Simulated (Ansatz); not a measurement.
# 1T-PdSTe monolayer in a perpendicular field

Aim: how the 1T-PdSTe monolayer screens a field along its normal, and what the field does to its bands. A positive field points along +c.

Main program and level: Ansatz 0.2.0; plane-wave DFT, PBE-D3(BJ), Ansatz PAW.

### 1. Starting point

The cell holds 3 atoms: 1 Te, 1 Pd and 1 S. Its edges and angles: a = 3.790 Å, b = 3.790 Å, c = 35.791 Å, α = 90.0°, β = 90.0°, γ = 120.0°. Vacuum lies along c.

### 2. Relaxing the slab

The starting cell is a guess, so the in-plane lattice and the atoms are relaxed first, with the slab cut off from its images along the normal.

input.yaml reads:

```yaml
crystal:
  lattice:
    - [3.79, 0.0, 0.0]
    - [-1.895, 3.2822362803, 0.0]
    - [0.0, 0.0, 35.7910125278]
  atoms:
    - { symbol: Te, position: [0.6666666667, 0.3333333333, 0.4665975847] }
    - { symbol: Pd, position: [0.0, 0.0, 0.5084121418] }
    - { symbol: S, position: [0.3333333333, 0.6666666667, 0.5334024153] }
  periodic: [true, true, false]
kpoints:
  mp_grid: { grid: [12, 12, 1] }
hamiltonian:
  xc: pbe
  dispersion: d3bj
scf:
  occupations: { method: fermi_dirac, width: 0.05 }
  convergence: { dr2_threshold: 1.0e-09 }
relax:
  f_tol: 0.004
  max_steps: 90
  cell: {}
output:
  write_potential: true
  write_density: true
  volumetric_format: npy
```

Started as:

```sh
$ ansatz run input.yaml --threads 2 --pin off --max-ram 3072MiB --backend cpu --events-out ev --progress --plain --runs-dir out
```

Numbers of over 12 decimals in the logs are rounded to 6 here.

Output:

```text
Warning: relax.cell: scf.convergence.dr2_threshold = 1e-9 eV is looser than the 1.9539239782e-10 eV advised for a relaxation that steers and ends on the stress (1e-10 eV for each atom of the cell: 3, times the square of relax.cell.stress_2d_tol = 0.05 N/m over 12.4 Å (the atoms' height at the walk's start and 5 Å past either face), 4.035e-2 GPa, over a crystal's default 0.05). What an SCF threshold leaves in a stress goes as its square root, and in the free energy as the threshold itself, and one threshold admits the most on a small cell: [figures from the program's tests cut] Set scf.convergence.dr2_threshold to 1.9539239782e-10 eV or tighter. [rest of the remark cut]
Engine: ansatz 0.2.0, aarch64-unknown-linux-gnu
Pseudopotentials: kind: paw
Pseudopotential: Te, paw, valence charge 16, recommended cutoff 420 eV (normal), Te.paw.azcp
Pseudopotential: Pd, paw, valence charge 18, recommended cutoff 420 eV (normal), Pd.paw.azcp
Pseudopotential: S, paw, valence charge 6, recommended cutoff 420 eV (normal), S.paw.azcp
Functional definition: PBE
  parameter kappa = 0.804
  parameter beta = 0.066725
  exchange = pbe_x(kappa = kappa, mu = beta*pi^2/3)
  correlation = pbe_c(beta = beta)
Crystal: 3 atoms, lattice volume = 445.229 Å³
Basis set: ecut = 420 eV, 8723 PW (Γ), exchange–correlation on 54×54×480 points (8 copies of the dense FFT grid, shifted against one another)
Bands: 24, of which v1, the nominal top of the filled ones, is band 20 counted from 1 (19 counted from 0)
Symmetry: 6 space group operations
Space group: P3m1 (ITA 156), of the structure as read, at distance tolerance 7.6e-5 Å
k-points: 19 of 144 (time reversal used)
Non-local potential: Te, projectors of the file, l = 0: 2, l = 1: 2, l = 2: 2, l = 3: 2
Non-local potential: Pd, projectors of the file, l = 0: 2, l = 1: 2, l = 2: 2, l = 3: 1
Non-local potential: S, projectors of the file, l = 0: 2, l = 1: 2, l = 2: 2
PAW form: soft (Blöchl's): semilocal exchange-correlation on the pseudo side does not see the compensation charge
PAW one-centre angular grid: Te, 590 points (default); XC on 64 Gauss nodes
PAW one-centre angular grid: Pd, 590 points (default); XC on 64 Gauss nodes
PAW one-centre angular grid: S, 110 points (default); XC on 64 Gauss nodes
Initial density: superposition of atomic densities (neutral atoms: chi_scale 0, normalization atom), corrected by the library's trained network
Initial wavefunctions: pseudopotential atomic-orbital guess
Functional: x = pbe(κ = 0.804, μ = 0.219515), c = pbe(β = 0.066725)
SCF iter   1: F=—  HF=-14855.918934 eV  |F-HF|=—  |Δ(HF+E_count)|=         —  Δρ=1.80e-3  dr2=7.95e-2  ethr=1.77e-3  ⟨swp⟩=17.5  Hψ=4038  notcnv=0
preconditioner: auto → LDOS  [insulator: Δε(μ)=0.145 eV  Ē_g=8.279 eV  σ=0.050 eV  W_gap=0.60  n_scr=20 (ndim 8)  ℏωp=8.3 eV  f_vac=0.819  D(μ)=1.21/eV (n_scr^D=6)  ε∞_Penn≈2.0  β→1.0]
SCF iter   2: F=—  HF=-14855.923734 eV  |F-HF|=—  |Δ(HF+E_count)|=   4.80e-3  Δρ=1.91e-3  dr2=9.16e-2  ethr=1.99e-4  ⟨swp⟩=5.1  Hψ=1324  notcnv=0
SCF iter   3: F=—  HF=-14855.914278 eV  |F-HF|=—  |Δ(HF+E_count)|=   9.46e-3  Δρ=2.16e-4  dr2=1.79e-4  ethr=1.99e-4  ⟨swp⟩=3.4  Hψ=690  notcnv=0
SCF iter   4: F=—  HF=-14855.914741 eV  |F-HF|=—  |Δ(HF+E_count)|=   4.63e-4  Δρ=1.37e-4  dr2=1.81e-4  ethr=4.48e-7  ⟨swp⟩=4.0  Hψ=1221  notcnv=0
SCF iter   5: F=—  HF=-14855.914721 eV  |F-HF|=—  |Δ(HF+E_count)|=   1.99e-5  Δρ=3.84e-5  dr2=2.75e-5  ethr=4.48e-7  ⟨swp⟩=3.1  Hψ=992  notcnv=0
SCF iter   6: F=—  HF=-14855.914695 eV  |F-HF|=—  |Δ(HF+E_count)|=   2.61e-5  Δρ=9.55e-6  dr2=1.29e-6  ethr=6.87e-8  ⟨swp⟩=2.7  Hψ=773  notcnv=0
SCF iter   7: F=—  HF=-14855.914732 eV  |F-HF|=—  |Δ(HF+E_count)|=   3.77e-5  Δρ=3.96e-6  dr2=1.39e-7  ethr=3.23e-9  ⟨swp⟩=3.7  Hψ=1077  notcnv=0
SCF iter   8: F=—  HF=-14855.914732 eV  |F-HF|=—  |Δ(HF+E_count)|=   6.58e-8  Δρ=1.01e-6  dr2=6.35e-9  ethr=3.46e-10  ⟨swp⟩=3.6  Hψ=1016  notcnv=0
SCF iter   9: F=-14855.914732 eV  HF=-14855.914732 eV  |F-HF|=2.56e-9  |Δ(HF+E_count)|=   1.90e-8  Δρ=2.54e-7  dr2=7.01e-10  ethr=2.50e-12  ⟨swp⟩=12.3  Hψ=3674  notcnv=0
SCF 1 converged in 9 iterations: F = -14855.914732 eV  dr2 = 7.01e-10
  greatest PAW one-centre occupation: 0.999 electrons in one spin orbital (limit 2), on the Pd atom at site 1 (counted from 0), in its partial waves of l = 0
relax step   1: F+E_penalty+E_count = -14855.91473230 eV  Δ(F+E_penalty+E_count) = +0.000e0 eV  max|allowed force component| = 1.902e0 eV/Å  Δτ_max = 0.0000 Å  P = +2.381 N/m  Ω = 445.229 Å³  fix = [c, alpha, beta]  reactions: c +0.000 N/m  (9 SCF iters, accepted)
Crystal: 3 atoms, lattice volume = 437.843 Å³
Basis set: ecut = 420 eV, 8579 PW (Γ), exchange–correlation on 54×54×480 points (8 copies of the dense FFT grid, shifted against one another)
Initial density: handed on by an earlier stage of this run
Initial wavefunctions: those handed on with the density
iter 1 solved again at ethr=3.02e-4 eV; its pass at ethr=3.10e-3 eV (dr2=1.21e-1 eV) is discarded
SCF iter   1: F=—  HF=-14856.201713 eV  |F-HF|=—  |Δ(HF+E_count)|=         —  Δρ=7.72e-3  dr2=1.21e-1  ethr=3.02e-4  ⟨swp⟩=2.1  Hψ=3752  notcnv=0
preconditioner: auto → LDOS  [insulator: Δε(μ)=0.261 eV  Ē_g=7.962 eV  σ=0.050 eV  W_gap=0.86  n_scr=20 (ndim 8)  ℏωp=8.3 eV  f_vac=0.811  D(μ)=0.17/eV (n_scr^D=2)  ε∞_Penn≈2.1  β→1.0]
SCF iter   2: F=—  HF=-14856.217046 eV  |F-HF|=—  |Δ(HF+E_count)|=   1.53e-2  Δρ=5.04e-3  dr2=1.86e-1  ethr=3.01e-4  ⟨swp⟩=3.6  Hψ=1034  notcnv=0
SCF iter   3: F=—  HF=-14856.182381 eV  |F-HF|=—  |Δ(HF+E_count)|=   3.47e-2  Δρ=1.60e-3  dr2=3.00e-2  ethr=3.01e-4  ⟨swp⟩=3.8  Hψ=1118  notcnv=0
SCF iter   4: F=—  HF=-14856.179906 eV  |F-HF|=—  |Δ(HF+E_count)|=   2.47e-3  Δρ=4.92e-4  dr2=1.07e-3  ethr=7.50e-5  ⟨swp⟩=1.9  Hψ=728  notcnv=0
SCF iter   5: F=—  HF=-14856.179923 eV  |F-HF|=—  |Δ(HF+E_count)|=   1.64e-5  Δρ=2.04e-4  dr2=6.05e-4  ethr=2.69e-6  ⟨swp⟩=3.1  Hψ=920  notcnv=0
SCF iter   6: F=—  HF=-14856.179868 eV  |F-HF|=—  |Δ(HF+E_count)|=   5.46e-5  Δρ=7.55e-5  dr2=3.69e-5  ethr=1.51e-6  ⟨swp⟩=1.7  Hψ=539  notcnv=0
SCF iter   7: F=—  HF=-14856.179839 eV  |F-HF|=—  |Δ(HF+E_count)|=   2.87e-5  Δρ=2.69e-5  dr2=4.37e-6  ethr=9.24e-8  ⟨swp⟩=3.3  Hψ=983  notcnv=0
SCF iter   8: F=—  HF=-14856.179842 eV  |F-HF|=—  |Δ(HF+E_count)|=   2.64e-6  Δρ=9.52e-6  dr2=6.01e-7  ethr=1.09e-8  ⟨swp⟩=2.7  Hψ=845  notcnv=0
SCF iter   9: F=—  HF=-14856.179891 eV  |F-HF|=—  |Δ(HF+E_count)|=   4.88e-5  Δρ=1.63e-6  dr2=2.61e-8  ethr=1.50e-9  ⟨swp⟩=3.4  Hψ=962  notcnv=0
SCF iter  10: F=—  HF=-14856.179891 eV  |F-HF|=—  |Δ(HF+E_count)|=   5.39e-9  Δρ=6.04e-7  dr2=1.27e-9  ethr=6.53e-11  ⟨swp⟩=3.4  Hψ=966  notcnv=0
[...]
SCF iter  10: F=—  HF=-14856.181392 eV  |F-HF|=—  |Δ(HF+E_count)|=   4.94e-8  Δρ=5.37e-7  dr2=3.32e-9  ethr=8.24e-10  ⟨swp⟩=3.4  Hψ=989  notcnv=0
SCF iter  11: F=-14856.181392 eV  HF=-14856.181392 eV  |F-HF|=9.20e-10  |Δ(HF+E_count)|=  1.09e-10  Δρ=1.72e-7  dr2=9.45e-11  ethr=2.50e-12  ⟨swp⟩=13.0  Hψ=3834  notcnv=0
SCF 3 converged in 11 iterations: F = -14856.181392 eV  dr2 = 9.45e-11
relax step   3: F+E_penalty+E_count = -14856.18139179 eV  Δ(F+E_penalty+E_count) = -1.501e-3 eV  max|allowed force component| = 4.373e-1 eV/Å  Δτ_max = 0.0449 Å  P = +0.589 N/m  Ω = 434.047 Å³  energy of the carried Pulay correction = +3.727e-4 eV  fix = [c, alpha, beta]  reactions: c +0.000 N/m  (11 SCF iters, accepted)
[...]
relax step   4: F+E_penalty+E_count = -14856.19010091 eV  Δ(F+E_penalty+E_count) = -8.709e-3 eV  max|allowed force component| = 1.799e-2 eV/Å  Δτ_max = 0.0233 Å  P = -0.107 N/m  Ω = 435.162 Å³  energy of the carried Pulay correction = +3.351e-4 eV  fix = [c, alpha, beta]  reactions: c -0.000 N/m  (9 SCF iters, accepted)
[...]
relax step   5: F+E_penalty+E_count = -14856.19013921 eV  Δ(F+E_penalty+E_count) = -3.830e-5 eV  max|allowed force component| = 1.237e-2 eV/Å  Δτ_max = 0.0022 Å  P = -0.015 N/m  Ω = 434.933 Å³  energy of the carried Pulay correction = +3.428e-4 eV  fix = [c, alpha, beta]  reactions: c -0.000 N/m  (6 SCF iters, accepted)
[...]
relax step   6: F+E_penalty+E_count = -14856.19020869 eV  Δ(F+E_penalty+E_count) = -6.949e-5 eV  max|allowed force component| = 2.015e-3 eV/Å  Δτ_max = 0.0032 Å  P = +0.001 N/m  Ω = 434.234 Å³  energy of the carried Pulay correction = +3.664e-4 eV  fix = [c, alpha, beta]  reactions: c +0.000 N/m  (7 SCF iters, accepted)
Initial wavefunctions: pseudopotential atomic-orbital guess (no wavefunctions were taken with the density)
iter 1 solved again at ethr=2.18e-6 eV; its pass at ethr=3.10e-3 eV (dr2=8.71e-4 eV) is discarded
SCF iter   1: F=—  HF=-14856.189841 eV  |F-HF|=—  |Δ(HF+E_count)|=         —  Δρ=1.50e-5  dr2=1.77e-7  ethr=2.18e-6  ⟨swp⟩=4.7  Hψ=5651  notcnv=0
eigensolver tolerance schedule: the retry pair's looser diagonalisation over-reported the residual by 4909.69 of it (diagonalisation noise at an unbounded share of the residual, at the tolerance the schedule requests for it); recorded, not acted on — ethr = c·dr2/N_el stays at c = 1.0e-1
preconditioner: auto → LDOS  [insulator: Δε(μ)=0.296 eV  Ē_g=8.069 eV  σ=0.050 eV  W_gap=0.90  n_scr=20 (ndim 8)  ℏωp=8.4 eV  f_vac=0.812  D(μ)=0.12/eV (n_scr^D=2)  ε∞_Penn≈2.1  β→1.0]
SCF iter   2: F=—  HF=-14856.189860 eV  |F-HF|=—  |Δ(HF+E_count)|=   1.93e-5  Δρ=5.45e-6  dr2=1.60e-7  ethr=4.43e-10  ⟨swp⟩=5.3  Hψ=1570  notcnv=0
SCF iter   3: F=—  HF=-14856.189860 eV  |F-HF|=—  |Δ(HF+E_count)|=   4.16e-8  Δρ=3.20e-6  dr2=5.10e-8  ethr=4.01e-10  ⟨swp⟩=2.6  Hψ=909  notcnv=0
SCF iter   4: F=—  HF=-14856.189860 eV  |F-HF|=—  |Δ(HF+E_count)|=  5.07e-10  Δρ=5.43e-7  dr2=2.96e-9  ethr=1.27e-10  ⟨swp⟩=3.8  Hψ=1060  notcnv=0
iter 5 met the thresholds in force, and the SCF goes on: an eigenvalue changes by 2.75 meV, over its tolerance of 1.08 meV (output.eigenvalues, Limitations)
SCF iter   5: F=-14856.189860 eV  HF=-14856.189860 eV  |F-HF|=6.62e-10  |Δ(HF+E_count)|=  8.26e-10  Δρ=2.13e-7  dr2=4.48e-10  ethr=2.50e-12  ⟨swp⟩=18.1  Hψ=4166  notcnv=0
iter 6 met the thresholds in force, and the SCF goes on: an eigenvalue changes by 1.45 meV, over its tolerance of 1.01 meV (output.eigenvalues, Limitations)
SCF iter   6: F=-14856.189860 eV  HF=-14856.189860 eV  |F-HF|=4.29e-10  |Δ(HF+E_count)|=  5.09e-10  Δρ=6.73e-8  dr2=1.89e-11  ethr=1.12e-12  ⟨swp⟩=7.9  Hψ=3000  notcnv=0
Mixer restart at iter 6: flushing history
SCF iter   7: F=-14856.189860 eV  HF=-14856.189860 eV  |F-HF|=1.76e-10  |Δ(HF+E_count)|=  5.02e-10  Δρ=1.80e-7  dr2=2.33e-10  ethr=1.00e-12  ⟨swp⟩=8.4  Hψ=3066  notcnv=0
SCF 7 converged in 7 iterations: F = -14856.189860 eV  dr2 = 2.33e-10
relax step   7: F+E_penalty+E_count = -14856.18986044 eV  Δ(F+E_penalty+E_count) = +3.482e-4 eV  max|allowed force component| = 1.945e-3 eV/Å  Δτ_max = 0.0000 Å  P = +0.001 N/m  Ω = 434.234 Å³  fix = [c, alpha, beta]  reactions: c +0.000 N/m  stress off target by 1.20e-3 N/m on what of the cell is left free  SCF on the basis re-selected at this cell (its energy is not comparable with the rows above)  (7 SCF iters)
basis re-selected at this cell: Δ(F+E_penalty+E_count) = +3.482e-4 eV, ΔP = -0.000 N/m vs the last step (what re-selecting the basis moved, of the pressure what is left beyond the Pulay correction that the steps carried, after the strain that the cell walked since its last selection, with what the two solves' SCF thresholds leave and, on support functions, any second-order correction that the steps lacked; it is no m [...]
WARN: The input density's exchange-correlation potential varies sharply where the density is thin. Do not read a vacuum level from v_tot or v_xc, or from such a field of the output density. On a cell that repeats whose density bears no net charge and no dipole along the vacuum's axis use v_es (v_loc + v_h of the components); under efield.dipole_correction with no amplitude use v_es + v_field, which holds any external [...]
SCF converged after 7 iterations
an eigenvalue changed by more than its tolerance at an iteration that met the thresholds in force, so the SCF went on 2 times, its first undamped step at iteration 6: the last check found none over its tolerance
Free energy (F): -14856.189860 eV
Harris-Foulkes:  -14856.189860 eV  (|F-HF|=1.76e-10)
Internal energy: -14856.188270 eV  (E = F + TS)
E sigma→0 (E₀):  -14856.189065 eV
Entropy (-TS):   -0.001590 eV (-0.530 meV/atom)
Fermi energy:    -5.167135 eV
--- Per-component energies (eV) ---
  E_band       = -1163.214532
  E_kinetic    = 798.472627
  E_local      = -95704.211945  (includes V_loc(G=0)·N_el)
  E_nonlocal   = -65.881555
  E_hartree    = 47461.806989
  E_xc         = -389.357235
  E_vxc        = -402.241811  (∫ρ·V_xc dr)
  E_paw        = -9011.943267  (= ΣΔE_a)
  E_vpaw       = -712.966965  (= ΣTr[D̂ρ^β])
  E_aug_tail   = 0.000022  (compensation charges beyond the density's cutoff)
  E_ewald      = 42055.817894
  E_disp       = -0.891800  (pairwise vdW)
  E_smearing   = -0.001590  (= −TS)
  E_closure    = -0.000000  (closes the sum)
  Σ components = -14856.189860   (vs F -14856.189860, Δ=0.00e0)
--- Forces (eV/Å), atoms counted from 1 ---
  atom   1  Te     0.00000000    -0.00000000    -0.00179064
  atom   2  Pd    -0.00000000     0.00000000     0.00194372
  atom   3  S     -0.00000000     0.00000000    -0.00015648
  max |Σ_I F_I| component: 3.40e-6 eV/Å
--- 2D stress c σ (N/m, compression-positive) ---
        0.001204       0.000000      -0.000000
        0.000000       0.001204      -0.000000
       -0.000000      -0.000000       0.000000
  P = ½ c Tr σ = 0.0012 N/m
--- Band table (eV; the first three rows and the last of 19) ---
  k-point 0: bands = [... 16 lower, -7.2774, -5.9352, -5.3164, -5.3164, -3.0826, -3.0826, -1.4107, -0.5115]
  k-point 1: bands = [... 16 lower, -7.3029, -5.9461, -5.4920, -5.3695, -3.5573, -3.1871, -1.2828, -0.3876]
  k-point 2: bands = [... 16 lower, -7.4646, -6.2120, -5.5677, -5.5607, -4.4207, -3.3818, -0.9576, -0.0677]
  k-point 18: bands = [... 16 lower, -8.5093, -7.5706, -7.1561, -6.8056, -5.0201, -3.8815, 0.3043, 1.4275]
  the weakly bound empty levels are not read free of the cell's end (no_gap_told)
--- Relaxed structure (6 steps of the walk, 6 accepted, 1 SCFs on fresh bases) ---
  F+E_penalty+E_count = -14856.18986044 eV   max|allowed force component| = 1.945e-3 eV/Å   (the final SCF, on the basis selected at the relaxed cell)
  cell:  # Å, volume = 434.2336 Å³
    - [3.742910, 0.0, 0]
    - [-1.871455, 3.241455, 0]
    - [0, 0, 35.7910125278]
  atoms:
    - { symbol: Te, position: [0.666667, 0.333333, 0.464120] }
    - { symbol: Pd, position: [0, 0, 0.505518] }
    - { symbol: S, position: [0.333333, 0.666667, 0.538774] }
```

It took 81 s on 2 threads of Arm Neoverse V1, shared host; peak memory 0.67 GiB.

Relaxation path:

```
step  energy less that of the first step (eV)  largest force component (eV/Å)  volume (Å³)
   1                                   0.0000                          1.9018       445.23
   2                                  -0.2652                          0.3633       437.84
   3                                  -0.2667                          0.4373       434.05
   4                                  -0.2754                          0.0180       435.16
   5                                  -0.2754                          0.0124       434.93
   6                                  -0.2755                          0.0020       434.23
  7*                                  -0.2751                          0.0019       434.23
```

Relaxation steps marked * repeat the geometry before them on a plane-wave basis chosen anew for their cell, so energy and pressure can jump there.

Forces are held to the 6 operations that the run works with; a distortion that breaks them can't arise in this run.

```csv
cell as run,before,after,change
a (Å),3.790,3.743,-1.2 %
b (Å),3.790,3.743,-1.2 %
```

The atoms that moved most (Å, along periodic axes as changes of fractional coordinates times the final cell, across vacuum about the mean position):

```
atom     dx     dy      dz  length
  S3  0.000  0.000   0.192   0.192
 Pd2  0.000  0.000  -0.104   0.104
 Te1  0.000  0.000  -0.089   0.089
```

Final coordinates:

```xyz
3
Lattice="3.7429 0.0000 0.0000 -1.8715 3.2415 0.0000 0.0000 0.0000 35.7910" Properties=species:S:1:pos:R:3
Te    1.8715    1.0805   16.6113
Pd    0.0000    0.0000   18.0930
S     0.0000    2.1610   19.2833
```

This step gave:

```yaml
energy_at_zero_smearing: -14856.1891 eV
```

The lattice constant a goes from 3.790 to 3.743 Å.

(Continued in part 2 of 2.)

[Logs are printed without paths, hosts, clocks, repeated set-up lines and the standing remarks that a program may print on its own settings, such as how far it seeks lower states.]

[Hosts, paths, dates, database ids (printed as entryN), source tags and the programs' standing remarks are cut or masked in the printed files.]

[Maps of the electrostatic potential energy from Ansatz leave out the sawtooth potential of an applied field or a dipole correction, so their vacuum need not be flat; planar profiles and work functions include it.]
